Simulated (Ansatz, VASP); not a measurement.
## One calculation of AlN, two programs

```
Al N
1.0
     0.00000    2.02086    2.02086
     2.02086    0.00000    2.02086
     2.02086    2.02086    0.00000
Al N
1 1
Direct
  0.50000 0.50000 0.50000
  0.00000 0.00000 0.00000
```

Measurements of this composition are mostly on another form, of space group No. 186.

Alike in both runs: task single point; functional PBE; k mesh 11 × 11 × 11; occupations fermi-dirac, width 0.05 eV; no spin polarisation.

|  | VASP | Ansatz |
| --- | --- | --- |
| version | VASP 6.6.1 | Ansatz 0.2.0 |
| potentials or method | VASP PAW PBE potentials, release 64 (Al, N) | Ansatz PAW soft_1 |
| plane-wave cutoff (eV) | 520 | 420 |
| valence electrons in the cell | 8 | 8 |

Ansatz gave:

- gap on the k mesh at the Fermi level (eV): 4.77
- least direct gap on the mesh (eV): 5.68
- pressure (GPa): 5.4

Question: Estimate VASP's values.

Answer: gap on the k mesh at the Fermi level (eV): 4.75; least direct gap on the mesh (eV): 5.70; pressure (GPa): 5.3.

Caveats: an odd mesh through Γ misses points on the zone boundary, where band edges often lie (VASP); odd divisions of the mesh miss points on the zone boundary, where band edges often lie, so the gap on the mesh can be too wide (Ansatz). PBE gaps usually lie below the measured ones, often by a third to a half.
